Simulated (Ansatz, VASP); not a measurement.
**Two plane-wave programs on TiO2 (Rutile)**

```
Ti O
1.0
     4.59087    0.00000    0.00000
     0.00000    4.59087    0.00000
     0.00000    0.00000    2.93923
Ti O
2 4
Direct
  0.00000 0.00000 0.00000
  0.50000 0.50000 0.50000
  0.30441 0.30441 0.00000
  0.19559 0.80441 0.50000
  0.69559 0.69559 0.00000
  0.80441 0.19559 0.50000
```

Alike in both runs: task single point; functional PBEsol; k mesh 6 × 6 × 10; occupations gaussian, width 0.02 eV; no spin polarisation.

```csv
,VASP,Ansatz
version,VASP 6.6.1,Ansatz 0.2.0
potentials or method,"VASP PAW PBE potentials, release 64 (Ti_sv, O)","scalar-relativistic, plane waves, PAW"
plane-wave cutoff (eV),520,420
valence electrons in the cell,48,48
```

|  | VASP | Ansatz | Ansatz less VASP |
| --- | --- | --- | --- |
| gap on the k mesh at the Fermi level (eV) | 1.84 | 1.87 | +0.027 |
| least direct gap on the mesh (eV) | 1.84 | 1.87 | +0.027 |
| pressure (GPa) | 0.6 | 0.0 | -0.64 |
| largest component of the traceless stress (GPa) | 0.17 | 0.03 | -0.146 |
| rms of the force components (eV/Å) | 0.010 | 0.002 | -0.0084 |

Atom by atom the forces differ by 0.012 eV/Å (rms over components).

Caveats: the PAW data sets were made with another functional, which shifts forces and pressure a little (VASP). A hybrid or GW would open this gap; PBEsol tends to underestimate it. A k mesh can miss the band edges.
